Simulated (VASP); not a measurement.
A run of VASP 6.6.1 is set up as follows.

run.py

```python
from ase import Atoms
from ase.calculators.vasp import Vasp
from ase.dft.bandgap import bandgap

atoms = Atoms(
    ['Ni'],
    cell=[[-1.38371547, 1.38371547, 1.38371547], [1.38371547, -1.38371547, 1.38371547], [1.38371547, 1.38371547, -1.38371547]],
    scaled_positions=[[0.0, 0.0, 0.0]],
    pbc=True,
)
atoms.set_initial_magnetic_moments([1.0])
calc = Vasp(
    directory='calc',
    xc='rpbe',
    pp='PBE',
    setups={'base': 'minimal', 'Ni': '_GW'},
    prec='Accurate',
    encut=550,
    ediff=1e-07,
    ismear=0,
    sigma=0.02,
    lreal=False,
    lasph=True,
    nelm=100,
    algo='Fast',
    isif=2,
    lwave=False,
    lcharg=False,
    ispin=2,
    lorbit=11,
    lmaxmix=4,
    kpts=[13, 13, 13],
    gamma=True,
)
atoms.calc = calc

print('energy (eV):', atoms.get_potential_energy())
print('free energy (eV):', atoms.get_potential_energy(force_consistent=True))
print('forces (eV/A):')
print(atoms.get_forces())
print('stress (eV/A^3, Voigt):', atoms.get_stress())
print('Fermi level (eV):', calc.get_fermi_level())
print('moment (muB):', atoms.get_magnetic_moment())
print('site moments (muB):', atoms.get_magnetic_moments())
gap, top, bottom = bandgap(calc)
print('band gap (eV):', gap, 'from (spin, k, band)', top, 'to', bottom)
```

Potentials or basis: VASP PAW PBE potentials, release 64 (Ni_GW).

Launch:

```sh
$ python run.py
```

Task: Estimate the pressure.

Result: 12.2 GPa.

Task: Predict the site moments.

Result: Ni +0.59 μB.

Task: Predict the net moment.

Result: 0.59 μB per cell.

Task: What does it give for the band gap on the k mesh?

Result: None (metal or under the smearing width).

Caveat: the PAW data sets were made with another functional, which shifts forces and pressure a little.
